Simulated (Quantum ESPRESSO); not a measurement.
# PtSe2 (Sudovikovite) (P-3m1) in Quantum ESPRESSO: further runs, part 2 of 2

Quantum ESPRESSO 7.5. The steps go on from the part before.

## Step 3: Band structure, PBEsol

Input file pw.in:

```
&CONTROL
  calculation = 'scf'
  prefix = 'pwscf'
  outdir = './tmp'
  pseudo_dir = './pseudo'
  tprnfor = .true.
  tstress = .true.
  disk_io = 'low'
/
&SYSTEM
  ibrav = 0
  nat = 3
  ntyp = 2
  ecutwfc = 86
  nbnd = 34
  occupations = 'smearing'
  smearing = 'fd'
  degauss = 0.00367493
/
&ELECTRONS
  conv_thr = 6d-10
  electron_maxstep = 120
  mixing_beta = 0.5
/
ATOMIC_SPECIES
Pt   195.0840 Pt.upf
Se    78.9710 Se.upf
CELL_PARAMETERS angstrom
   3.7240000000    0.0000000000    0.0000000000
  -1.8620000000    3.2250786037    0.0000000000
   0.0000000000    0.0000000000    5.0620000000
ATOMIC_POSITIONS angstrom
Pt     0.0000000000    0.0000000000    0.0000000000
Se     1.8620000002    1.0750262011    3.7965000000
Se    -0.0000000002    2.1500524026    1.2655000000
K_POINTS automatic
8 8 5 0 0 0
```

Input file bands.in:

```
&CONTROL
  calculation = 'bands'
  prefix = 'pwscf'
  outdir = './tmp'
  pseudo_dir = './pseudo'
  disk_io = 'low'
  verbosity = 'high'
/
&SYSTEM
  ibrav = 0
  nat = 3
  ntyp = 2
  ecutwfc = 86
  nbnd = 34
  occupations = 'smearing'
  smearing = 'fd'
  degauss = 0.00367493
/
&ELECTRONS
  conv_thr = 1d-08
  electron_maxstep = 120
  mixing_beta = 0.5
  diago_full_acc = .true.
/
ATOMIC_SPECIES
Pt   195.0840 Pt.upf
Se    78.9710 Se.upf
CELL_PARAMETERS angstrom
   3.7240000000    0.0000000000    0.0000000000
  -1.8620000000    3.2250786037    0.0000000000
   0.0000000000    0.0000000000    5.0620000000
ATOMIC_POSITIONS angstrom
Pt     0.0000000000    0.0000000000    0.0000000000
Se     1.8620000002    1.0750262011    3.7965000000
Se    -0.0000000002    2.1500524026    1.2655000000
K_POINTS crystal
60
 0.0000000000  0.0000000000  0.0000000000 1
 0.0714285714  0.0000000000  0.0000000000 1
 0.1428571429  0.0000000000  0.0000000000 1
 0.2142857143  0.0000000000  0.0000000000 1
 0.2857142857  0.0000000000  0.0000000000 1
 0.3571428571  0.0000000000  0.0000000000 1
 0.4285714286  0.0000000000  0.0000000000 1
 0.5000000000  0.0000000000  0.0000000000 1
 0.4583333333  0.0833333333  0.0000000000 1
 0.4166666667  0.1666666667  0.0000000000 1
 0.3750000000  0.2500000000  0.0000000000 1
 0.3333333333  0.3333333333  0.0000000000 1
 0.2962962963  0.2962962963  0.0000000000 1
 0.2592592593  0.2592592593  0.0000000000 1
 0.2222222222  0.2222222222  0.0000000000 1
 0.1851851852  0.1851851852  0.0000000000 1
 0.1481481481  0.1481481481  0.0000000000 1
 0.1111111111  0.1111111111  0.0000000000 1
 0.0740740741  0.0740740741  0.0000000000 1
 0.0370370370  0.0370370370  0.0000000000 1
 0.0000000000  0.0000000000  0.0000000000 1
 0.0000000000  0.0000000000  0.1250000000 1
 0.0000000000  0.0000000000  0.2500000000 1
 0.0000000000  0.0000000000  0.3750000000 1
 0.0000000000  0.0000000000  0.5000000000 1
 0.0625000000  0.0000000000  0.5000000000 1
 0.1250000000  0.0000000000  0.5000000000 1
 0.1875000000  0.0000000000  0.5000000000 1
 0.2500000000  0.0000000000  0.5000000000 1
 0.3125000000  0.0000000000  0.5000000000 1
 0.3750000000  0.0000000000  0.5000000000 1
 0.4375000000  0.0000000000  0.5000000000 1
 0.5000000000  0.0000000000  0.5000000000 1
 0.4583333333  0.0833333333  0.5000000000 1
 0.4166666667  0.1666666667  0.5000000000 1
 0.3750000000  0.2500000000  0.5000000000 1
 0.3333333333  0.3333333333  0.5000000000 1
 0.3000000000  0.3000000000  0.5000000000 1
 0.2666666667  0.2666666667  0.5000000000 1
 0.2333333333  0.2333333333  0.5000000000 1
 0.2000000000  0.2000000000  0.5000000000 1
 0.1666666667  0.1666666667  0.5000000000 1
 0.1333333333  0.1333333333  0.5000000000 1
 0.1000000000  0.1000000000  0.5000000000 1
 0.0666666667  0.0666666667  0.5000000000 1
 0.0333333333  0.0333333333  0.5000000000 1
 0.0000000000  0.0000000000  0.5000000000 1
 0.5000000000  0.0000000000  0.5000000000 1
 0.5000000000  0.0000000000  0.4166666667 1
 0.5000000000  0.0000000000  0.3333333333 1
 0.5000000000  0.0000000000  0.2500000000 1
 0.5000000000  0.0000000000  0.1666666667 1
 0.5000000000  0.0000000000  0.0833333333 1
 0.5000000000  0.0000000000  0.0000000000 1
 0.3333333333  0.3333333333  0.0000000000 1
 0.3333333333  0.3333333333  0.1000000000 1
 0.3333333333  0.3333333333  0.2000000000 1
 0.3333333333  0.3333333333  0.3000000000 1
 0.3333333333  0.3333333333  0.4000000000 1
 0.3333333333  0.3333333333  0.5000000000 1
```

Potentials or basis: PseudoDojo 0.4.1 SR PBEsol standard.

On the command line:

```sh
OMP_NUM_THREADS=1 pw.x -in pw.in > pw.out
OMP_NUM_THREADS=1 pw.x -in bands.in > bands.out
```

Wall time 4.7 min (1 thread of Arm Neoverse V1, shared host); peak memory 0.22 GiB.

The run converged. Its results:

* Free energy: -10144.9483 eV
* Pressure: 2.0 GPa
* Largest force: 0.334 eV/Å
* Band gap on the k mesh: none (metal or under the smearing width)

Forces on the atoms (eV/Å):
```
Pt   0.000  0.000  0.000
Se   0.000  0.000 -0.334
Se   0.000  0.000  0.334
```

Stress tensor (GPa, compression positive):
```
2.51 0.00 0.00
0.00 2.51 0.00
0.00 0.00 1.05
```

Levels at the corners of the path, in eV from the Fermi level:
| point | band 21 | band 22 | band 23 | band 24 | band 25 | band 26 | band 27 | band 28 | band 29 | band 30 |
| --- | --- | --- | --- | --- | --- | --- | --- | --- | --- | --- |
| Γ | -4.05 | -2.61 | -1.10 | -1.10 | 0.38 | 1.43 | 1.43 | 3.47 | 4.05 | 7.21 |
| M | -3.77 | -3.59 | -3.53 | -3.45 | -3.02 | 0.61 | 2.33 | 4.71 | 5.71 | 6.97 |
| K | -4.80 | -3.81 | -2.73 | -1.86 | -1.86 | -0.04 | -0.04 | 3.97 | 7.50 | 8.67 |
| Γ | -4.05 | -2.61 | -1.10 | -1.10 | 0.38 | 1.43 | 1.43 | 3.47 | 4.05 | 7.21 |
| A | -4.08 | -3.02 | -1.75 | -1.53 | -1.53 | 2.28 | 2.28 | 4.68 | 6.23 | 6.69 |
| L | -3.57 | -3.54 | -3.25 | -2.89 | -1.41 | 0.95 | 1.48 | 4.49 | 4.63 | 7.08 |
| H | -4.56 | -4.25 | -3.70 | -2.54 | -2.54 | 1.97 | 1.97 | 6.48 | 7.18 | 7.18 |
| A | -4.08 | -3.02 | -1.75 | -1.53 | -1.53 | 2.28 | 2.28 | 4.68 | 6.23 | 6.69 |
| L | -3.57 | -3.54 | -3.25 | -2.89 | -1.41 | 0.95 | 1.48 | 4.49 | 4.63 | 7.08 |
| M | -3.77 | -3.59 | -3.53 | -3.45 | -3.02 | 0.61 | 2.33 | 4.71 | 5.71 | 6.97 |
| K | -4.80 | -3.81 | -2.73 | -1.86 | -1.86 | -0.04 | -0.04 | 3.97 | 7.50 | 8.67 |
| H | -4.56 | -4.25 | -3.70 | -2.54 | -2.54 | 1.97 | 1.97 | 6.48 | 7.18 | 7.18 |

Caveat: some levels on the path didn't converge; spin-orbit coupling is left out, which moves the levels of the heavy elements.

## Step 4: Band structure, PBE

Input file pw.in:

```
&CONTROL
  calculation = 'scf'
  prefix = 'pwscf'
  outdir = './tmp'
  pseudo_dir = './pseudo'
  tprnfor = .true.
  tstress = .true.
  disk_io = 'low'
/
&SYSTEM
  ibrav = 0
  nat = 3
  ntyp = 2
  ecutwfc = 86
  nbnd = 34
  occupations = 'smearing'
  smearing = 'fd'
  degauss = 0.00367493
/
&ELECTRONS
  conv_thr = 6d-10
  electron_maxstep = 120
  mixing_beta = 0.5
/
ATOMIC_SPECIES
Pt   195.0840 Pt.upf
Se    78.9710 Se.upf
CELL_PARAMETERS bohr
   7.0373400881    0.0000000000    0.0000000000
  -3.5186700441    6.0945152914    0.0000000000
   0.0000000000    0.0000000000    9.5657936429
ATOMIC_POSITIONS bohr
Pt     0.0000000000    0.0000000000    0.0000000000
Se     3.5186700444    2.0315050969    7.1743452321
Se    -0.0000000004    4.0630101945    2.3914484107
K_POINTS automatic
8 8 5 0 0 0
```

Changes to bands.in since step 3:

```diff
@@ -27,10 +27,10 @@
 Se    78.9710 Se.upf
-CELL_PARAMETERS angstrom
-   3.7240000000    0.0000000000    0.0000000000
-  -1.8620000000    3.2250786037    0.0000000000
-   0.0000000000    0.0000000000    5.0620000000
-ATOMIC_POSITIONS angstrom
+CELL_PARAMETERS bohr
+   7.0373400881    0.0000000000    0.0000000000
+  -3.5186700441    6.0945152914    0.0000000000
+   0.0000000000    0.0000000000    9.5657936429
+ATOMIC_POSITIONS bohr
 Pt     0.0000000000    0.0000000000    0.0000000000
-Se     1.8620000002    1.0750262011    3.7965000000
-Se    -0.0000000002    2.1500524026    1.2655000000
+Se     3.5186700444    2.0315050969    7.1743452321
+Se    -0.0000000004    4.0630101945    2.3914484107
 K_POINTS crystal
```

Potentials or basis: PseudoDojo 0.4.1 SR PBE standard.

On the command line:

```sh
OMP_NUM_THREADS=1 pw.x -in pw.in > pw.out
OMP_NUM_THREADS=1 pw.x -in bands.in > bands.out
```

Run time: 4.7 min. Hardware: 1 thread of Arm Neoverse V1, shared host; peak memory 0.22 GiB.

Results (log left out):

```yaml
Free_energy: -10152.6800 eV
Pressure: 7.2 GPa
Largest_force: 0.589 eV/Å
Band_gap_on_the_k_mesh: none (metal or under the smearing width)
```

Forces on the atoms (eV/Å):
```
Pt   0.000  0.000  0.000
Se   0.000  0.000 -0.589
Se   0.000  0.000  0.589
```

Stress tensor (GPa, compression positive):
```
7.87 0.00 0.00
0.00 7.87 0.00
0.00 0.00 5.93
```

Levels at the corners of the path, in eV from the Fermi level:
```
point  band 23  band 24  band 25  band 26  band 27  band 28
    Γ    -1.12    -1.12     0.36     1.41     1.41     3.56
    M    -3.56    -3.48    -3.03     0.62     2.30     4.75
    K    -2.74    -1.89    -1.89    -0.03    -0.03     4.02
    Γ    -1.12    -1.12     0.36     1.41     1.41     3.56
    A    -1.76    -1.56    -1.56     2.25     2.25     4.76
    L    -3.28    -2.90    -1.43     0.94     1.48     4.52
    H    -3.73    -2.56    -2.56     1.96     1.96     6.49
    A    -1.76    -1.56    -1.56     2.25     2.25     4.76
    L    -3.28    -2.90    -1.43     0.94     1.48     4.52
    M    -3.56    -3.48    -3.03     0.62     2.30     4.75
    K    -2.74    -1.89    -1.89    -0.03    -0.03     4.02
    H    -3.73    -2.56    -2.56     1.96     1.96     6.49
```

Caveat: some levels on the path didn't converge; spin-orbit coupling is left out, which moves the levels of the heavy elements.

## Step 5: The runs side by side

```csv
level,potentials or basis,form of the LDA correlation,gap on the mesh (eV),pressure (GPa),largest force (eV/Å)
LDA,PseudoDojo 0.4.1 SR LDA standard,PW92,none,-0.6,0.19
PBEsol,PseudoDojo 0.4.1 SR PBEsol standard,-,none,2.0,0.33
PBE,PseudoDojo 0.4.1 SR PBE standard,-,none,7.2,0.59
```

Alike in all rows: task band structure; no spin polarisation; cell as given; k mesh 8 × 8 × 5; cutoff (eV) 1170; smearing fermi-dirac 0.05 eV.

Caveats: some levels on the path didn't converge; spin-orbit coupling is left out, which moves the levels of the heavy elements.

Absolute energies hang on the potentials; compare differences alone.
